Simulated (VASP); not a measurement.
Set up this calculation in VASP 6.6.1, as the native input.

```yaml
Task: single point
Functional: PBEsol
Potentials_or_basis: VASP PAW PBE potentials, release 64 (Pt, Al)
Cutoff: 520 eV
k_mesh: 8 × 8 × 8
Occupations: fermi-dirac, width 0.05 eV
Spin: no spin polarisation
Ladder: free
Further_INCAR_settings: ALGO = Normal; EDIFF = 1e-07; NBANDS = 15
```

The structure of Al2Pt lies in POSCAR:

```
Al2Pt
1.0
    0.0000000000      2.9550000000      2.9550000000
    2.9550000000      0.0000000000      2.9550000000
    2.9550000000      2.9550000000      0.0000000000
Pt Al
1 2
Direct
    0.0117280000     -0.0150500000     -0.0056400000
    0.7540240000      0.7533590000      0.7435730000
    0.2510320000      0.2488130000      0.2564700000
```

The cell isn't the ideal one: atoms moved at random, drawn with an rms of 0.05 Å.

These files were run (other wordings do the same):

INCAR

```
PREC = Accurate
ENCUT = 520
EDIFF = 1E-7
ISMEAR = -1
SIGMA = 0.05
LREAL = F
LASPH = T
NELM = 60
ALGO = Normal
ISIF = 2
LWAVE = F
LCHARG = F
GGA = PS
NBANDS = 15
```

KPOINTS

```
regular mesh
0
Gamma
  8 8 8
```

Potentials or basis: VASP PAW PBE potentials, release 64 (Pt, Al).

Run with:

```console
$ cat potpaw_PBE.64/Pt/POTCAR potpaw_PBE.64/Al/POTCAR > POTCAR
$ mpirun -np 1 vasp_std > vasp.out
```

It gave:

The pressure is -0.7 GPa, the largest force is 0.563 eV/Å and the band gap on the k mesh is none (metal or under the smearing width).

Caveat: the PAW data sets were made with another functional, which shifts forces and pressure a little.

It took 4 min on 1 thread of AMD EPYC 7R43 64-Core Processor (Zen 3), on a shared host, peak memory 0.3 GiB.
